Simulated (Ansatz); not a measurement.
# Formation energy of CsCl-type PbS

Computed with Ansatz (plane waves, PAW, 420 eV cutoff): PBEsol, scalar-relativistic, no spin polarisation, 8×8×8 k-mesh, Gaussian smearing of 0.05 eV. The datasets are Ansatz's generated set soft_2.

The start was a prototype's sites filled with these elements. The Crystallography Open Database lists the compound in space groups C2/m, Fm-3m (rock salt), so this is a trial structure.

The structure is cubic, space group Pm-3m (No. 221). The conventional cell has a = 3.579 Å, b = 3.579 Å, c = 3.579 Å, α = 90.00°, β = 90.00°, γ = 90.00°. Pb (site symmetry m-3m) is surrounded by 8 S at 3.10 Å. S (site symmetry m-3m) is surrounded by 8 Pb at 3.10 Å. (Shells end 15 % past the nearest neighbour.)

The elements were computed in their standard states with the same datasets, cutoff and functional. Total energies depend on the potentials used, so only differences within one code and one set of settings carry meaning.

Energy of the relaxed cell (2 atoms, smearing extrapolated to zero): -12640.492 eV. Elements, in eV/atom: Pb -11754.948, S -884.892.

Problem. What is the formation energy?

Solution. [-12640.492 − (1 × -11754.948 + 1 × -884.892)] / 2 = -0.33 eV/atom, or -31 kJ per mole of atoms.

The value is for 0 K, without zero-point energy. Uncorrected semilocal values for oxides, chalcogenides and halides often miss by tenths of an eV an atom. A negative value shows stability against the elements alone, not against other compounds or structures.

These numbers lack spin–orbit coupling.
